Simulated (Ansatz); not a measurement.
# Ni2Ge: the cost of one run

Computed with Ansatz 0.2.0 (DFT PBE, scalar-relativistic, plane waves, PAW, unless a step's input says otherwise).

### Step 1. The system as given

It takes space group P4/mmm (No. 123, tetragonal). Conventional cell: a = 2.755 Å, b = 2.755 Å, c = 6.004 Å, α = 90.00°, β = 90.00°, γ = 90.00°. Ni (site symmetry 4mm) is surrounded by 1 Ge at 1.60 Å. Ge (site symmetry 4/mmm) is surrounded by 2 Ni at 1.60 Å.

Coordinates:

```xyz
3
Lattice="2.7550 0.0000 0.0000 0.0000 2.7550 0.0000 0.0000 0.0000 6.0041" Properties=species:S:1:pos:R:3 pbc="T T T"
Ni    1.3775    1.3775    1.5976
Ni    1.3775    1.3775    4.4065
Ge    1.3775    1.3775    0.0000
```

Recipe of the guess: random cell by space group and Wyckoff sites (P4/mmm, No. 123). The dimensions are guesses.

### Step 2. Probe: one point on a coarse mesh

Input file input.yaml:

```yaml
crystal:
  lattice:
    - [2.75500831, 0.0, 0.0]
    - [0.0, 2.75500831, 0.0]
    - [0.0, 0.0, 6.00408588]
  atoms:
    - { symbol: Ni, position: [0.5, 0.5, 0.26607796], spin: 2.0 }
    - { symbol: Ni, position: [0.5, 0.5, 0.73392204], spin: 2.0 }
    - { symbol: Ge, position: [0.5, 0.5, 0.0] }
basis:
  ecutwfc: 420
kpoints:
  mp_grid: { grid: [6, 6, 4] }
hamiltonian:
  xc: pbe
scf:
  occupations: { method: gaussian, width: 0.1 }
  lower_state_search: "off"
output:
  forces: true
  stress: true
  eigenvalues: true
  populations: true
magnetization:
  spin_polarized: true
```

On the command line:

```console
ansatz run input.yaml --threads 1 --pin off --max-ram 2560MiB --backend cpu --events-out ev --progress --plain --runs-dir out
```

What time and memory should one allow on 1 thread of Intel Xeon 6975P-C (Granite Rapids), shared host?

About 4.7 s, with a peak of 0.42 GiB.
